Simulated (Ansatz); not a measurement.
# InP (rocksalt type): the cost of one run

Computed with Ansatz 0.2.0 (DFT PBEsol, with the methods named in each step, unless a step's input says otherwise).

## 1. The structure to begin with

Symmetry: Fm-3m, No. 225, cubic system. Conventional cell: a = 5.142 Å, b = 5.142 Å, c = 5.142 Å, α = 90.00°, β = 90.00°, γ = 90.00°. In (site symmetry m-3m) is surrounded by 6 P at 2.57 Å. P (site symmetry m-3m) has 6 In at 2.57 Å as nearest neighbours.

Coordinates:

```cif
data_structure
_symmetry_space_group_name_H-M 'P 1'
_symmetry_Int_Tables_number 1
_cell_length_a 3.6357
_cell_length_b 3.6357
_cell_length_c 3.6357
_cell_angle_alpha 60.000
_cell_angle_beta 60.000
_cell_angle_gamma 60.000
_cell_volume 33.98
loop_
_atom_site_label
_atom_site_type_symbol
_atom_site_fract_x
_atom_site_fract_y
_atom_site_fract_z
_atom_site_occupancy
In1 In 0.00000 0.00000 0.00000 1
P1 P 0.50000 0.50000 0.50000 1
```

Whether this phase is the stable one at these pressures isn't tested.

Atoms are numbered in the order of the input: In1, P2.

## 2. Cell relaxed at zero pressure, PAW

input.yaml

```yaml
crystal:
  lattice:
    - [0.0, 2.5708039839, 2.5708039839]
    - [2.5708039839, 0.0, 2.5708039839]
    - [2.5708039839, 2.5708039839, 0.0]
  atoms:
    - { symbol: In, position: [0.0, 0.0, 0.0] }
    - { symbol: P, position: [0.5, 0.5, 0.5] }
kpoints:
  mp_grid: { grid: [13, 13, 13] }
scf:
  occupations: { method: fermi_dirac, width: 0.1 }
hamiltonian:
  xc: pbesol
  pseudopotentials: { kind: paw }
output:
  forces: true
  stress: true
  write_density: true
  write_potential: true
  elf: true
  volumetric_format: npy
relax:
  f_tol: 0.005
  max_steps: 40
  cell: {}
```

The run is started by

```
$ ansatz run input.yaml --threads 1 --pin off --max-ram 2048MiB --backend cpu --events-out ev --progress --plain --runs-dir out
```

**Question.** How long does this run take on 1 thread of Intel Xeon 6975P-C (Granite Rapids), shared host, and how much memory does it need?

About 9.3 s, with a peak of 0.39 GiB.
